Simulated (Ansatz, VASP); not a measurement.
# Two plane-wave programs on Na

```xyz
2
Lattice="3.8166 0.0000 0.0000 -1.9083 3.3052 0.0000 0.0000 0.0000 6.2350" Properties=species:S:1:pos:R:3 pbc="T T T"
Na    1.9083    1.1017    4.6762
Na    0.0000    2.2035    1.5587
```

This isn't the form of Na at room conditions, which is bcc.

Alike in both runs: task single point; functional PBEsol; k mesh 8 × 8 × 5; occupations fermi-dirac, width 0.05 eV; no spin polarisation.

|  | VASP | Ansatz |
| --- | --- | --- |
| version | VASP 6.6.1 | Ansatz 0.2.0 |
| potentials or method | VASP PAW PBE potentials, release 64 (Na_pv) | Ansatz PAW |
| plane-wave cutoff (eV) | 520 | 420 |
| valence electrons in the cell | 14 | 18 |

```tsv
	VASP	Ansatz	Ansatz less VASP
gap on the k mesh at the Fermi level (eV)	none	none	-
pressure (GPa)	-0.5	-0.5	+0.01
largest component of the traceless stress (GPa)	0.15	0.15	+0.001
```

A gap of «none» marks a metal or a gap that the smearing closes. The two sets of potentials don't hold the same shells in valence.

Caveats: the PAW data sets were made with another functional, which shifts forces and pressure a little (VASP); the PAW data sets come from PBE, with cores solved anew for the run's functional, which leaves a small shift of forces and pressure (Ansatz).
